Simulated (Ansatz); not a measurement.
A trial structure of Ge was built thus: 4-connected net of one element (I4_1/amd, No. 141). The dimensions are guesses.

```yaml
crystal:
  lattice:
    - [-3.78617, 3.78617, 3.91131]
    - [3.78617, -3.78617, 3.91131]
    - [3.78617, 3.78617, -3.91131]
  atoms:
    - { symbol: Ge, position: [0.59107, 0.40893, 0.50000] }
    - { symbol: Ge, position: [0.15893, 0.15893, 0.31785] }
    - { symbol: Ge, position: [0.84107, 0.84107, 0.68215] }
    - { symbol: Ge, position: [0.90893, 0.09107, 0.50000] }
    - { symbol: Ge, position: [0.15893, 0.84107, 0.00000] }
    - { symbol: Ge, position: [0.59107, 0.09107, 0.18215] }
    - { symbol: Ge, position: [0.90893, 0.40893, 0.81785] }
    - { symbol: Ge, position: [0.84107, 0.15893, 0.00000] }
```

These are results of DFT PBE, scalar-relativistic, plane waves, PAW in Ansatz, not measurements. Cutoff 420 eV, Gaussian smearing, Γ-centred meshes. Cell and atoms relax first on a coarse mesh and then on a finer one. In between, the cell is made exact in the group found at 0.06 Å. In metals the finer mesh still leaves noise of several meV/atom or more. The steps can't lower the symmetry of their start. No spin polarisation.

A guess keeps its type if space group and coordination stay and the shape of the cell changes little (axis ratios within about 15 %, angles within 6°); the volume may change.

Q: Does this structure survive the relaxation?

A: It keeps its type. The symmetry stays I4_1/amd (No. 141). The volume per atom grows by 16.1 %, from 28.0 to 32.6 Å³. The shortest distance goes from 2.39 Å (Ge–Ge) to 2.51 Å (Ge–Ge). The ratio c/a of the conventional cell changes by a factor of 1.01. Counting neighbours within 15 % of an atom's shortest distance, the start has Ge 4 and the end Ge 4.

The last run used an 8×8×8 mesh for its 8-atom cell and Gaussian smearing of 0.10 eV. Symmetry constrained the relaxation, so the result can be a saddle point. Another cell of Ge relaxed alike, in Fd-3m, lies 284 meV/atom lower, so this cell isn't the stable form at this level.
